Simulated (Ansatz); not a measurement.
**Phases of ZnS at 37 GPa**

Structure types of ZnS are relaxed in primitive cells with their symmetry kept at 37 GPa, on PAW files; LAPW relaxes the small cells further and takes the PAW cell for the others (marked *). The enthalpy is E + pV at zero temperature, without zero-point motion. Only the types listed were tried, and differences under about 5 meV/atom are mesh noise. The real phase may be another.

All numbers are PBE results (scalar-relativistic) from Ansatz 0.2.0, with Fermi–Dirac smearing of 0.1 eV, no spin polarisation. Methods: LAPW: all electrons, basis error target 0.5 meV/atom; PAW: frozen-core files, cutoff 420 eV.

k meshes: rocksalt 15×15×15, CsCl 15×15×15, zincblende 13×13×13, wurtzite 10×10×6, NiAs 12×12×7.

**Question.** Which type is lowest in enthalpy, and by how much?

**Answer.** rocksalt, 60 meV/atom below NiAs. The whole table:

| start type | ends as | a, b, c (Å) | V (Å³/atom) | H − H(lowest), LAPW (meV/atom) | same, PAW |
| --- | --- | --- | --- | --- | --- |
| rocksalt | rocksalt, Fm-3m | 4.700, 4.700, 4.700 | 12.98 | 0.0 | 0.0 |
| CsCl | CsCl, Pm-3m | 2.923, 2.923, 2.923 | 12.48 | 544.9 | 545.2 |
| zincblende | zincblende, F-43m | 4.952, 4.952, 4.952 | 15.18 | 297.7 | 297.6 |
| wurtzite* | wurtzite, P6_3mc | 3.466, 3.466, 5.830 | 15.16 | 300.5 | 300.4 |
| NiAs* | NiAs, P6_3/mmc | 3.315, 3.315, 5.517 | 13.13 | 59.9 | 60.3 |

**Question.** Split the lead of rocksalt over NiAs into energy and pV.

**Answer.** For NiAs less rocksalt: ΔE = +25.5 meV/atom, and p·ΔV = 37 GPa × +0.1488 Å³ × 6.242 meV/(GPa·Å³) = +34.4 meV/atom, together 59.9 meV/atom. rocksalt wins on both counts.
